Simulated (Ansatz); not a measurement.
**Cs: how the settings move a single-point run**

Question: which choices in the input matter for Cs?

Program: Ansatz 0.2.0. Level of theory: reference: DFT, r2SCAN, PAW with Ansatz's default frozen-core files, scalar-relativistic. These are calculated values, not measurements.

**1. The system as given**

It takes space group C2/m (No. 12, monoclinic). The conventional cell has a = 6.038 Å, b = 8.676 Å, c = 5.110 Å, α = 90.00°, β = 120.26°, γ = 90.00°.

Coordinates:

```
Cs
1.0
     3.01901   -4.33813    0.00000
     3.01901    4.33813    0.00000
    -2.57494    0.00000    4.41389
Cs
1
Cartesian
  -1.2875 0.0000 2.2069
```

**2. Reference**

File input.yaml:

```yaml
crystal:
  lattice:
    - [3.019011, -4.338132, 0.0]
    - [3.019011, 4.338132, 0.0]
    - [-2.574936, 0.0, 4.413887]
  atoms:
    - { symbol: Cs, position: [0.0, 0.0, 0.5] }
kpoints:
  mp_grid: { grid: [7, 7, 7] }
scf:
  occupations: { method: fermi_dirac, width: 0.08 }
hamiltonian:
  xc: r2scan
  pseudopotentials: { kind: paw }
output:
  forces: true
  stress: true
  eigenvalues: true
  efg: { contact_densities: true }
  write_density: true
  write_potential: true
  elf: true
  volumetric_format: npy
```

Run with:

```console
$ ansatz run input.yaml --threads 1 --pin off --max-ram 2048MiB --backend cpu --events-out ev --progress --plain --runs-dir out
```

**3. Variant: ecutrho_ratio 6, accuracy medium**

Changes to input.yaml since step 2:

```diff
@@ -23 +23,4 @@
   volumetric_format: npy
+basis:
+  ecutrho_ratio: 6
+accuracy: medium
```

Q: Predict the outcome of this session. Wanted: for each run, ending; energy change; pressure; gap; force.

**Answer**, as computed:

| run | ending | energy change | pressure (GPa) | gap (eV) | force (eV/Å) | cycles | time |
| --- | --- | --- | --- | --- | --- | --- | --- |
| reference | converged | 0 | 0.1 | 0.00 | 0.00 | 7 | 22 s |
| 1: ecutrho_ratio 6, accuracy medium | converged | 0.0 meV/atom | 0.1 | 0.00 | 0.00 | 7 | 20 s |

Residual by cycle in the longest SCF loop of each run; runs are numbered as in the table. The quantity is the density residual dr2, in eV.

```csv
cycle,reference,run 1
1,0.00509,0.00509
2,0.00141,0.00141
3,1.2e-4,1.2e-4
4,1.5e-5,1.5e-5
5,7.8e-7,7.8e-7
6,1.0e-7,1.0e-7
7,1.1e-8,1.2e-8
```

What this shows: The changed input (numerical grids and accuracy level) leaves the energy the same to the digits printed.
